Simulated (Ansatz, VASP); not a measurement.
## C: VASP beside Ansatz

The input INCAR:

```
SYSTEM = C
PREC = Accurate ; ENCUT = 520
EDIFF = 1E-6 ; ISMEAR = 0
SIGMA = 0.02 ; LREAL = .False.
LASPH = .True. ; NELM = 100
ALGO = Normal ; ISIF = 2
LWAVE = .False. ; LCHARG = .False.
GGA = PS ; IBRION = 2
NSW = 60 ; EDIFFG = -0.002
```

Contents of KPOINTS:

```
regular mesh
0
Gamma
  9 9 6
  0 0 0
```

File POSCAR:

```
C
1.0
    2.4991591159      0.0000000000      0.0000000000
   -1.2495795580      2.1643352825      0.0000000000
    0.0000000000      0.0000000000      4.1189829197
C
4
Direct
    0.3333333333      0.6666666667     -0.0002610710
    0.6666666667      0.3333333333      0.4997389290
    0.3333333333      0.6666666667      0.3742610710
    0.6666666667      0.3333333333      0.8742610710
```

Input for Ansatz:

```yaml
crystal:
  lattice:
    - [2.4991591157, 0.0, 0.0]
    - [-1.2495795578, 2.1643352823, 0.0]
    - [0.0, 0.0, 4.1189829196]
  atoms:
    - { symbol: C, position: [0.3333333333, 0.6666666667, -0.0002610708] }
    - { symbol: C, position: [0.6666666667, 0.3333333333, 0.4997389292] }
    - { symbol: C, position: [0.3333333333, 0.6666666667, 0.3742610708] }
    - { symbol: C, position: [0.6666666667, 0.3333333333, 0.8742610708] }
basis:
  ecutwfc: 600.0
kpoints:
  mp_grid: { grid: [9, 9, 6] }
hamiltonian:
  xc: pbesol
  pseudopotentials: { kind: paw, azcp: { folder: soft_1 } }
scf:
  occupations: { method: gaussian, width: 0.02 }
output:
  forces: true
  stress: true
  eigenvalues: true
relax:
  adjacent_minimum: "off"
  f_tol: 0.002
  max_steps: 40
```

Change from the starting cell: strained cell.

Alike in both runs: task relaxation of the atoms; functional PBEsol; k mesh 9 × 9 × 6; occupations gaussian, width 0.02 eV; no spin polarisation.

|  | VASP | Ansatz |
| --- | --- | --- |
| version | VASP 6.6.1 | Ansatz 0.2.0 |
| potentials or method | VASP PAW PBE potentials, release 64 (C) | scalar-relativistic, plane waves, PAW |
| plane-wave cutoff (eV) | 520 | 600 |
| valence electrons in the cell | 16 | 16 |

```csv
,VASP,Ansatz,Ansatz less VASP
"gap on the k mesh at the Fermi level, each at its own relaxed structure (eV)",3.03,3.05,+0.022
```

Ansatz warned: «pseudo_functional_mismatch».

Caveats: an odd mesh through Γ misses points on the zone boundary, where band edges often lie.
